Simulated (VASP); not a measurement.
Write the native input for VASP 6.6.1 that does the following.

```yaml
Task: single point
Functional: PBE
Potentials_or_basis: VASP PAW PBE potentials, release 64 (Bi_d, Te)
Cutoff: 520 eV
k_mesh: 9 × 9 × 9
Occupations: gaussian, width 0.02 eV
Spin: no spin polarisation
Dipole_correction: no
Further_INCAR_settings: ALGO = Fast; EDIFF = 1e-06; NBANDS = 32
```

The structure of Bi2Te3 (base) lies in POSCAR:

```
Bi2Te3
1.0
    2.2241496083      1.2841133751     10.6825771143
   -2.2241496083      1.2841133751     10.6825771143
    0.0000000000     -2.5682267502     10.6825771143
Bi Te
2 3
Direct
    0.3974290375      0.3974290375      0.3974290375
    0.6025709625      0.6025709625      0.6025709625
    0.0000000000      0.0000000000      0.0000000000
    0.2156059463      0.2156059463      0.2156059463
    0.7843940537      0.7843940537      0.7843940537
```

The input as run:

INCAR

```
ALGO     = Fast           # electronic algorithm
EDIFF    = 1E-6           # SCF threshold, eV
ENCUT    = 520            # plane-wave cutoff, eV
GGA      = PE             # functional
ISIF     = 2              # what is computed and relaxed
ISMEAR   = 0              # smearing method
LASPH    = True           # aspherical terms in the spheres
LCHARG   = False          # write CHGCAR
LREAL    = False          # projectors in reciprocal space
LWAVE    = False          # write WAVECAR
NBANDS   = 32             # bands
NELM     = 100            # most SCF steps
PREC     = Accurate       # precision mode
SIGMA    = 0.02           # smearing width, eV
```

KPOINTS

```
k-points
0
Gamma
  9 9 9
```

Potentials or basis: VASP PAW PBE potentials, release 64 (Bi_d, Te).

Run with:

```console
$ cat potpaw_PBE.64/Bi_d/POTCAR potpaw_PBE.64/Te/POTCAR > POTCAR
$ mpirun -np 1 vasp_std > vasp.out
```

It gave:

* Pressure: 0.0 GPa
* Largest force: 0.008 eV/Å
* Band gap on the k mesh: 0.51 eV, direct

Caveat: spin-orbit coupling is left out, which as a rule narrows the gap of such compounds by several tenths of an eV; an odd mesh through Γ misses points on the zone boundary, where band edges often lie.

Run time: 44 min on 1 thread of AMD EPYC 9R45 96-Core Processor (Zen 5) (shared host), peak memory 1.3 GiB.
